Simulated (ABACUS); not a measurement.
## AlRu under changes of volume

One of the cells (13.387 Å³/atom); the others are scaled copies at fixed shape and fractional positions:

```
Ru Al
1.0
     2.99160    0.00000    0.00000
     0.00000    2.99160    0.00000
     0.00000    0.00000    2.99160
Ru Al
1 1
Cartesian
  1.4958 1.4958 1.4958
  0.0000 0.0000 0.0000
```

| Quantity | Value |
| --- | --- |
| Program | ABACUS 3.10.1 |
| Functional | PBE |
| Potentials or basis | PseudoDojo NC SR 0.4.1 PBE standard |
| Cutoff | 1361 eV |
| Density cutoff | 5442 eV |
| Basis | TZDP LCAO (the cutoffs set its grid) |
| k mesh | 9 × 9 × 9 |
| Occupations | fermi-dirac, width 0.05 eV |
| Spin | no spin polarisation |

```csv
volume (Å³/atom),energy over the lowest point (meV/atom),pressure (GPa)
12.584,?,?
12.851,26.06,12.5
13.119,9.64,7.4
13.387,1.22,2.9
13.655,0.00,-1.2
13.922,5.27,-4.9
14.190,16.49,-8.2
```

What does the run at 12.584 Å³/atom give?

Energy over the lowest point 51.54 meV/atom; pressure 18.2 GPa.

Worked out: A Birch-Murnaghan fit of order 3 (a polynomial in V^(-2/3)) to the other rows has its minimum at 13.57 Å³/atom with B0 = V·E''(V) = 204 GPa and B' = 4.0. It gives 51.18 meV/atom at 12.584 Å³/atom, against the run's 51.54, and -dE/dV = 17.9 GPa, against 18.2.

Energies are extrapolated to zero smearing.

Caveats: the atomic orbitals were generated for these runs and aren't a published set; the basis of atomic orbitals isn't converged, which shifts pressures, moduli and gaps.
